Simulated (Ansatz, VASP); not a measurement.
Given: the input of a run of Ansatz 0.2.0 on SnSe.

Contents of input.yaml:

```yaml
crystal:
  lattice:
    - [0.0, 2.9693193375, 2.9693193375]
    - [2.9693193375, 0.0, 2.9693193375]
    - [2.9693193375, 2.9693193375, 0.0]
  atoms:
    - { symbol: Sn, position: [0.0, 0.0, 0.0] }
    - { symbol: Se, position: [0.5, 0.5, 0.5] }
hamiltonian:
  xc: pbesol
  pseudopotentials: { kind: paw }
kpoints:
  mp_grid: { grid: [8, 8, 8] }
scf:
  occupations: { method: fermi_dirac, width: 0.05 }
output:
  forces: true
  stress: true
  eigenvalues: true
```

Potentials or basis: Ansatz PAW.

Command:

```sh
$ ansatz run input.yaml --threads 1 --pin off --max-ram 3584MiB --backend cpu --events-out ev --progress --plain --runs-dir out
```

Problem. Set up the same calculation for VASP 6.6.1. Potentials there: VASP PAW PBE potentials, release 64 (Sn_d, Se).

Solution. As run (the cutoff follows the program's own potentials):

File INCAR:

```
PREC = Accurate
ENCUT = 520
EDIFF = 1E-6
ISMEAR = -1
SIGMA = 0.05
LREAL = F
LASPH = T
NELM = 60
ALGO = Normal
ISIF = 2
LWAVE = F
LCHARG = F
GGA = PS
NBANDS = 17
```

The input KPOINTS:

```
regular mesh
0
Gamma
  8 8 8
```

Contents of POSCAR:

```
SnSe
1.0
    0.0000000000      2.9693193375      2.9693193375
    2.9693193375      0.0000000000      2.9693193375
    2.9693193375      2.9693193375      0.0000000000
Sn Se
1 1
Direct
    0.0000000000      0.0000000000      0.0000000000
    0.5000000000      0.5000000000      0.5000000000
```

Potentials or basis: VASP PAW PBE potentials, release 64 (Sn_d, Se).

The run is started by

```console
$ cat potpaw_PBE.64/Sn_d/POTCAR potpaw_PBE.64/Se/POTCAR > POTCAR
$ mpirun -np 1 vasp_std > vasp.out
```

Both were run:

|  | VASP | Ansatz | Ansatz less VASP |
| --- | --- | --- | --- |
| gap on the k mesh at the Fermi level (eV) | 0.75 | 0.75 | -0.001 |
| least direct gap on the mesh (eV) | 0.84 | 0.83 | -0.002 |
| pressure (GPa) | 0.2 | 0.2 | -0.02 |

With one functional, cell and mesh, what is left measures potentials, basis and numerics. The two sets of potentials don't hold the same shells in valence.

Caveats: spin-orbit coupling is left out, which moves the levels of the heavy elements; the PAW data sets were made with another functional, which shifts forces and pressure a little (VASP); the PAW data sets come from PBE, with cores solved anew for the run's functional, which leaves a small shift of forces and pressure (Ansatz). A k mesh can miss the band edges.
